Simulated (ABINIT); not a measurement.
The system is HgTe (Coloradoite).

```
CELL_PARAMETERS angstrom
0.00000 3.21450 3.21450
3.21450 0.00000 3.21450
3.21450 3.21450 0.00000
ATOMIC_POSITIONS crystal
Hg 0.00000 0.00000 0.00000
Te 0.75000 0.75000 0.75000
```

| Item | Value |
| --- | --- |
| Program | ABINIT 10.8.3 (patched build) |
| Task | relaxation of cell and atoms |
| Functional | PBE |
| Potentials or basis | PseudoDojo NC SR PBE v0.4.1 standard |
| Cutoff | 1088 eV |
| k mesh | 5 × 5 × 5 |
| Occupations | fermi-dirac, width 0.05 eV |
| Spin | no spin polarisation |

At the start: pressure 4.8 GPa; volume 33.22 Å³/atom.

Where does the relaxation end?

Over 5 steps the energy falls by 49.8 meV/atom and the volume is 36.94 Å³/atom (+11.2 %); space group F-43m (No. 216, to 0.05 Å).

Step by step:
| step | energy change (eV) | largest force (eV/Å) | pressure (GPa) | volume (Å³) |
| --- | --- | --- | --- | --- |
| 1 | 0.0000 | 0.0000 | 4.77 | 66.43 |
| 2 | -0.0265 | 0.0000 | 3.97 | 67.40 |
| 3 | -0.0978 | 0.0000 | 0.51 | 72.82 |
| 4 | -0.0995 | 0.0000 | 0.08 | 73.73 |
| 5 | -0.0995 | 0.0000 | 0.00 | 73.89 |

Final structure:
```
Hg Te
1.0
     0.00000    3.33054    3.33054
     3.33054    0.00000    3.33054
     3.33054    3.33054    0.00000
Hg Te
1 1
Direct
  0.00000 0.00000 0.00000
  0.75000 0.75000 0.75000
```

Caveat: the volume moved by +11 % from the deposited cell, more than functionals usually miss.
